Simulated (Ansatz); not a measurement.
Runs of Ansatz 0.2.0 on Sb. Symmetry: P6_3/mmc, No. 194, hexagonal system. The conventional cell has a = 3.355 Å, b = 3.355 Å, c = 5.470 Å, α = 90.00°, β = 90.00°, γ = 120.00°. Sb (site symmetry -6m2) has 12 Sb at 3.35 Å as nearest neighbours. This isn't the form of Sb at room conditions, which is rhombohedral.

| task | level | points for each segment of the path | gap on the mesh (eV) | pressure (GPa) | V0 of scaled cells (Å³/atom) | B0 (GPa) |
| --- | --- | --- | --- | --- | --- | --- |
| band structure | HSE06 | 4 | none | -0.4 | - | - |
| single point | PBE0 | - | none | -0.5 | - | - |
| equation of state | PBE0 | - | - | - | 26.44 | 70 |
| equation of state | HSE06 | - | - | - | (a) | 70 |

Alike in all rows: potentials or basis Ansatz PAW; no spin polarisation; cell as given; k mesh 6 × 6 × 4; cutoff (eV) 420; smearing fermi-dirac 0.05 eV; the mesh is coarse, so values aren't converged.

Task: Estimate the missing entries.

Result: (a) 26.48.

Caveats: all runs use coarse meshes; the PAW data sets come from PBE, with cores solved anew for the run's functional, which leaves a small shift of forces and pressure (some runs); the thresholds are loose for stress (some runs); the cell was scaled at fixed shape and fractional positions, which overstates the stiffness of a crystal with free parameters, most of all of layers and chains (some runs); the PAW data sets were made with another functional, which shifts forces and pressure a little (some runs); spin-orbit coupling is left out, which moves the levels of the heavy elements (some runs).

A k mesh can miss the band edges, and the runs leave out spin-orbit coupling on Sb.

A gap of «none» marks a metal or a gap under the smearing width.
